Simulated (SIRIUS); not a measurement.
Cu, 1 atom in the cell. The typed cell holds 1 atom: a = 2.565 Å, b = 2.598 Å, c = 2.506 Å, α = 59.95°, β = 60.31°, γ = 59.68°. 

```yaml
Program: SIRIUS 7.12.0
Task: single point
Functional: RPBE
Potentials_or_basis: all-electron FP-LAPW
Cutoff: 194 eV
Basis: apw+lo standard
k_mesh: 13 × 12 × 13
Occupations: fermi-dirac, width 0.05 eV
Spin: no spin polarisation
Muffin_tin_radii: Cu 2.33 bohr
Basis_cutoff_gk_cutoff: 3.78 1/bohr
Cutoff_of_density_and_potential_pw_cutoff: 20 1/bohr
lmax_of_the_basis: 10
lmax_of_density_and_potential: 8
Valence_relativity: iora
Core_states: Cu 1s2s2p
Local_orbitals_radial_functions: Cu 13
Reference_energy_of_the_basis: 0.22 Ha
Smallest_sphere_radius_times_basis_cutoff: 8.81
Start_of_the_SCF: LDA density
```

Potentials or basis: all-electron FP-LAPW, apw+lo standard.

Command:

```console
$ OMP_NUM_THREADS=1 sirius.scf --input=sirius_start.json --output=start.json
$ OMP_NUM_THREADS=1 sirius.scf --input=sirius.json --output=output.json --task=1
```

Hardware: 1 thread of Arm Neoverse V1 (shared host).

Question: How long does it take, and how much memory?

Answer: Run time: 97 s on 1 thread of Arm Neoverse V1, with other jobs on the host, peak memory 1.1 GiB. Counts: scf iterations 7, k points 1015, plane waves 65, basis 110, bands 18.
